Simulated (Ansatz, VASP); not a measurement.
## Sb: VASP beside Ansatz

POSCAR

```
Sb
1.0
   -1.8959666167      1.8959666167      1.8959666167
    1.8959666167     -1.8959666167      1.8959666167
    1.8959666167      1.8959666167     -1.8959666167
Sb
1
Direct
    0.0000000000      0.0000000000      0.0000000000
```

The input INCAR.step1:

```
SYSTEM = Sb
PREC     = Accurate       ! precision mode
ENCUT    = 520            ! plane-wave cutoff, eV
EDIFF    = 1E-5           ! SCF threshold, eV
ISMEAR   = -1             ! smearing method
SIGMA    = 0.05           ! smearing width, eV
LREAL    = .False.        ! projectors in reciprocal space
LASPH    = .True.         ! aspherical terms in the spheres
NELM     = 60             ! most SCF steps
ALGO     = Normal         ! electronic algorithm
ISIF     = 2              ! what is computed and relaxed
LWAVE    = .True.         ! write WAVECAR
LCHARG   = .False.        ! write CHGCAR
GGA      = PE             ! functional
NBANDS   = 8              ! bands
```

File INCAR.step2:

```
SYSTEM = Sb
PREC     = Accurate       ! precision mode
ENCUT    = 520            ! plane-wave cutoff, eV
EDIFF    = 1E-7           ! SCF threshold, eV
ISMEAR   = -1             ! smearing method
SIGMA    = 0.05           ! smearing width, eV
LREAL    = .False.        ! projectors in reciprocal space
LASPH    = .True.         ! aspherical terms in the spheres
NELM     = 60             ! most SCF steps
ALGO     = Normal         ! electronic algorithm
ISIF     = 2              ! what is computed and relaxed
LWAVE    = .False.        ! write WAVECAR
LCHARG   = .False.        ! write CHGCAR
GGA      = PE             ! functional
LHFCALC  = .True.         ! exact exchange
AEXX     = 0.25           ! exact-exchange fraction
PRECFOCK = Normal       
ISTART   = 1            
NBANDS   = 8              ! bands
```

File KPOINTS:

```
Automatic mesh
0
Gamma
  6 6 6
  0 0 0
```

input.yaml

```yaml
crystal:
  lattice:
    - [-1.8959666167, 1.8959666167, 1.8959666167]
    - [1.8959666167, -1.8959666167, 1.8959666167]
    - [1.8959666167, 1.8959666167, -1.8959666167]
  atoms:
    - { symbol: Sb, position: [0.0, 0.0, 0.0] }
hamiltonian:
  xc: pbe0
  pseudopotentials: { kind: paw }
kpoints:
  mp_grid: { grid: [6, 6, 6] }
scf:
  occupations: { method: fermi_dirac, width: 0.05 }
output:
  forces: true
  stress: true
  eigenvalues: true
  write_density: true
  write_potential: true
  elf: true
  volumetric_format: npy
```

This isn't the form of Sb at room conditions, which is rhombohedral.

Alike in both runs: task single point; functional PBE0; k mesh 6 × 6 × 6; occupations fermi-dirac, width 0.05 eV; no spin polarisation.

|  | VASP | Ansatz |
| --- | --- | --- |
| version | VASP 6.6.1 | Ansatz 0.2.0 |
| potentials or method | VASP PAW PBE potentials, release 64 (Sb) | Ansatz PAW |
| plane-wave cutoff (eV) | 520 | 420 |
| valence electrons in the cell | 5 | 15 |

```csv
,VASP,Ansatz,Ansatz less VASP
gap on the k mesh at the Fermi level (eV),none,none,-
pressure (GPa),-2.9,-1.8,+1.16
```

A gap of «none» marks a metal or a gap that the smearing closes. The two sets of potentials don't hold the same shells in valence.

Caveats: the k mesh is coarse (spacing up to 0.39 Å⁻¹), so the values aren't converged, least of all with exact exchange; the PAW data sets were made with another functional, which shifts forces and pressure a little (VASP); the PAW data sets come from PBE, with cores solved anew for the run's functional, which leaves a small shift of forces and pressure (Ansatz); the thresholds are loose for stress (Ansatz). Spin-orbit coupling is left out, which matters for the levels of Sb.
